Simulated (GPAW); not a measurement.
Set up this calculation in GPAW 26.7.0, as an ASE script.

| Quantity | Value |
| --- | --- |
| Task | band structure |
| Functional | PBEsol |
| Potentials or basis | PAW data sets generated in the run's folder for this functional |
| Cutoff | 800 eV |
| Basis | pw |
| k mesh | 10 × 10 × 10 |
| Occupations | fermi-dirac, width 0.05 eV |
| Spin | collinear spin, ferromagnetic start |
| Starting moments | [4.0, 0.0] μB |
| Hubbard terms | Mn d U = 2 eV |
| Maxiter | 150 |
| Band path | GXWKGLUWLK,UX |
| Band points | 80 |

MnO:

```xyz
2
Lattice="0.0000 2.2239 2.2239 2.2239 0.0000 2.2239 2.2239 2.2239 0.0000" Properties=species:S:1:pos:R:3 pbc="T T T"
Mn    0.0000    0.0000    0.0000
O     2.2239    2.2239    2.2239
```

The cell is a database's computed one.

The input as run:

run.py

```python
from ase import Atoms
from ase.dft.bandgap import bandgap
from ase.io import write
from ase.units import GPa
from gpaw import GPAW, PW, setup_paths

setup_paths.insert(0, '.')

atoms = Atoms(['Mn', 'O'],
              cell=[[0.0, 2.2239077028, 2.2239077028],
                    [2.2239077028, 0.0, 2.2239077028],
                    [2.2239077028, 2.2239077028, 0.0]],
              scaled_positions=[[0.0, 0.0, 0.0],
                                [0.5, 0.5, 0.5]],
              pbc=True)
atoms.set_initial_magnetic_moments([4.0, 0.0])

calc = GPAW(mode=PW(800),
            xc='PBEsol',
            kpts={'size': (10, 10, 10), 'gamma': True},
            occupations={'name': 'fermi-dirac', 'width': 0.05},
            setups={'Mn': ':d,2.0'},
            nbands=21,
            convergence={'density': 1e-05, 'energy': 1e-05},
            maxiter=150,
            txt='gpaw.txt')
atoms.calc = calc
energy = atoms.get_potential_energy()
forces = atoms.get_forces()
stress = atoms.get_stress()
calc.write('gs.gpw')
write('result.traj', atoms)
print(f'Energy: {energy:.6f} eV')
print('Forces (eV/A):')
print(forces.round(4))
print('Stress (GPa):', (stress / GPa).round(3))
print('Moments:', calc.get_magnetic_moments().round(3))
print('Fermi level:', round(calc.get_fermi_level(), 4), 'eV')
print(f'Gap: {bandgap(calc)[0]:.4f} eV, direct: {bandgap(calc, direct=True)[0]:.4f} eV')

path = atoms.cell.bandpath('GXWKGLUWLK,UX', npoints=80, eps=1e-4)
bs_calc = calc.fixed_density(kpts=path, symmetry='off', nbands=31,
                             convergence={'bands': 'CBM+6.0', 'eigenstates': 1e-6}, txt='bands.txt')
bs = bs_calc.band_structure()
bs.write('bs.json')
print(f'Gap on the path: {bandgap(bs_calc)[0]:.4f} eV')
```

Potentials or basis: PAW data sets generated in the run's folder for this functional, pw.

The run is started by

```sh
$ gpaw-setup -f PBEsol Mn O
$ OMP_NUM_THREADS=1 python run.py
```

Results of the run:

| Property | Result |
| --- | --- |
| Pressure | 1.9 GPa |
| Band gap along the path | none (metal or under the smearing width) |
| Net moment | 5.00 μB per cell |
| Site moments | Mn +4.45; O +0.16 μB |

Caveat: a cell with one magnetic atom can't hold antiferromagnetic order, which such compounds often take.

Wall time 110 s on 1 thread of Arm Neoverse V1, with other jobs on the host, peak memory 0.33 GiB.
